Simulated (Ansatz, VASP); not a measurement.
# Zn36HO36 (bond-centred H+ along c in ZnO): VASP beside Ansatz

One calculation is typed for both programs; each brings its own data sets. How far apart do they land? The cell is taken from a series of runs on this material, whose earlier steps may have relaxed, scaled, displaced or heated it; both programs get it as it stands.

Method: plane waves, with VASP 6.6.1 beside it; single point at HSE06, in Ansatz 0.2.0.

### Step 1. The structure

The cell holds 73 atoms: 36 Zn, 36 O and 1 H. Cell: a = 9.839 Å, b = 9.839 Å, c = 10.587 Å, α = 90.0°, β = 90.0°, γ = 120.0°. It derives from ZnO (ZnO (P6_3mc)). Nearest the centre at fractional (0.444, 0.556, 0.368): H73 at 0.12 Å, O54 at 1.05 Å, Zn17 at 2.11 Å, Zn20 at 2.52 Å, Zn8 at 2.52 Å, Zn24 at 2.52 Å, O41 at 2.74 Å, O53 at 2.74 Å. The cell carries charge +1.

### Step 2. VASP: single point, HSE06

A single point gives forces, pressure and levels at one fixed geometry, so differences don't come from the geometry; what else differs is listed under the comparison.

Lines of VASP's logs that name or quote its potential files are left out, and so is its time.

The run reads the wave functions of an earlier VASP run, which isn't shown here.

Contents of INCAR:

```
SYSTEM = Zn36HO36
PREC = Accurate
ENCUT = 520
EDIFF = 1E-06
NELM = 100
ISMEAR = -1
SIGMA = 0.01
LREAL = Auto
ALGO = Normal
LHFCALC = .TRUE.
AEXX = 0.25
GGA = PE
HFSCREEN = 0.208
LASPH = .TRUE.
NELECT = 648
NBANDS = 375
PRECFOCK = Fast
LORBIT = 11
LWAVE = .FALSE.
LCHARG = .FALSE.
ISIF = 2
```

Contents of POSCAR:

```
Zn36HO36
1.0
    9.8385599212      0.0000000000      0.0000000000
   -4.9192799606      8.5204428284      0.0000000000
    0.0000000000      0.0000000000     10.5865020882
Zn O H
36 36 1
Direct
    0.1114790465      0.2223181180      0.2501246226
    0.2215626002      0.1097404855      0.0010427948
    0.1091315738      0.2181348719      0.7498699698
    0.2219459968      0.1105218093      0.4994502963
    0.1114784845      0.5561421246      0.2501264210
    0.2084286911      0.4377041679      0.9906282340
    0.1091329348      0.5579744017      0.7498686810
    0.2072529352      0.4371132113      0.5108466055
    0.1112529124      0.8891171370      0.2496284661
    0.2215640370      0.7787999464      0.0010399517
    0.1112490429      0.8891139617      0.7500613751
    0.2219447857      0.7784005793      0.4994486351
    0.4442250892      0.2223116116      0.2501185871
    0.5563685712      0.1116740330      0.0016258229
    0.4423838921      0.2181393560      0.7498555381
    0.5561285855      0.1115501137      0.4987798979
    0.4446157176      0.5558060367      0.1695281190
    0.5626681862      0.4376955518      0.9906155002
    0.4445754661      0.5557760575      0.7560174718
    0.5632107017      0.4371314171      0.5108129117
    0.4442245565      0.8888953363      0.2501181327
    0.5626721436      0.7919590159      0.9906102181
    0.4423844540      0.8912188171      0.7498481785
    0.5632051909      0.7930410021      0.5108002048
    0.7779141680      0.2224461159      0.2499670006
    0.8886911244      0.1116766633      0.0016331224
    0.7779128800      0.2224454639      0.7499942131
    0.8887887302      0.1115472294      0.4987863322
    0.7780605346      0.5561443670      0.2501246566
    0.8886896252      0.4439926650      0.0016364410
    0.7822126354      0.5579730533      0.7498501043
    0.8887900332      0.4442163128      0.4987891414
    0.7780622628      0.8888985349      0.2501223085
    0.8906135426      0.7787964135      0.0010323624
    0.7822109027      0.8912165135      0.7498443780
    0.8898348702      0.7784050519      0.4994461781
    0.2226808031      0.1119762287      0.1900882796
    0.1120459229      0.2239096118      0.4398347397
    0.2220383179      0.1107008430      0.6882551953
    0.1091074931      0.2184482790      0.9383316586
    0.2190404885      0.4430118822      0.1837781560
    0.1120462322      0.5551114117      0.4398362435
    0.2223042218      0.4446406778      0.6972525040
    0.1091058863      0.5576371281      0.9383308208
    0.2226803265      0.7776849740      0.1900873996
    0.1112453899      0.8891116283      0.4386581955
    0.2220366754      0.7783148629      0.6882530330
    0.1112470290      0.8891123829      0.9392598520
    0.5554180257      0.1112002892      0.1904846690
    0.4452320368      0.2239124129      0.4398274974
    0.5562299927      0.1116041362      0.6878063095
    0.4427242411      0.2184435258      0.9383171930
    0.5573783009      0.4429957788      0.1837596544
    0.4445388797      0.5557485221      0.4677624420
    0.5557077515      0.4446450839      0.6972276154
    0.4445911563      0.5557873588      0.9531522526
    0.5573849991      0.7813777235      0.1837509884
    0.4452306097      0.8882916616      0.4398259542
    0.5557062585      0.7780358499      0.6972174441
    0.4427247284      0.8912618465      0.9383097749
    0.8891728021      0.1112058339      0.1904911210
    0.7779048408      0.2224396840      0.4390316262
    0.8887547810      0.1116048753      0.6878105856
    0.7779170784      0.2224485584      0.9397458769
    0.8891705867      0.4449465092      0.1904942729
    0.7764331731      0.5551160970      0.4398327571
    0.8887540168      0.4441277514      0.6878127127
    0.7819198586      0.5576354843      0.9383134555
    0.8883925862      0.7776860106      0.1900840977
    0.7764328422      0.8882905443      0.4398293300
    0.8896614065      0.7783187254      0.6882489713
    0.7819223935      0.8912653230      0.9383073039
    0.4444089823      0.5556486299      0.3572294473
```

Contents of KPOINTS:

```
Automatic mesh
0
Gamma
1 1 1
0 0 0
```

The projector-augmented-wave data sets are Zn, O and H (PBE family, release 64).

The run is started by

```sh
$ export OMP_NUM_THREADS=3
$ mpirun -np 1 vasp_gam
```

Numbers of over 12 decimals in the logs are rounded to 6 here.

The program printed:

```text
[banner, memory and clock lines left out]
running    1 mpi-ranks, on    1 nodes
[...]
Offloading initialized ...    1 GPUs detected
[...]
LDA part: xc-table for (Slater+PW92), standard interpolation
 found WAVECAR, reading the header
 POSCAR, INCAR and KPOINTS ok, starting setup
[...]
reading WAVECAR
 the WAVECAR file was read successfully
 initial charge from wavefunction
 entering main loop
       N       E                     dE             d eps       ncg     rms          rms(c)
DAV:   1    -0.412506378562E+03   -0.41251E+03   -0.25877E+01   932   0.453E+01    0.103E+01
DAV:   2    -0.412438999361E+03    0.67379E-01   -0.12630E+01   932   0.153E+01    0.345E+00
DAV:   3    -0.412481243840E+03   -0.42244E-01   -0.10627E+00  1044   0.458E+00    0.191E+00
DAV:   4    -0.412487460859E+03   -0.62170E-02   -0.17400E-01   820   0.110E+00    0.107E+00
[...]
DAV:  13    -0.412478719556E+03    0.21252E-05   -0.81619E-07   493   0.754E-03    0.106E-02
DAV:  14    -0.412478718394E+03    0.11625E-05   -0.19001E-06   533   0.435E-03    0.662E-03
DAV:  15    -0.412478717700E+03    0.69348E-06   -0.50155E-07   444   0.305E-03
   1 F= -.41247872E+03 E0= -.41247872E+03  d E =-.487021E-14
```

From OUTCAR (step 2):

```text
  FREE ENERGIE OF THE ION-ELECTRON SYSTEM (eV)
  ---------------------------------------------------
  free  energy   TOTEN  =      -412.4787177000 eV

  energy  without entropy=     -412.4787177000  energy(sigma->0) =     -412.47871770
```

The run ends at a pressure of -3.49 GPa, with forces up to 5.4 eV/Å.

(Continued in part 2 of 2.)

[Lines on the potential files, build, host, timing and source positions are cut from VASP's logs without a mark.]

[Logs are printed without paths, hosts, clocks, repeated set-up lines and the standing remarks that a program may print on its own settings, such as how far it seeks lower states.]

[Hosts, paths, dates, database ids (printed as entryN), source tags and the programs' standing remarks are cut or masked in the printed files.]
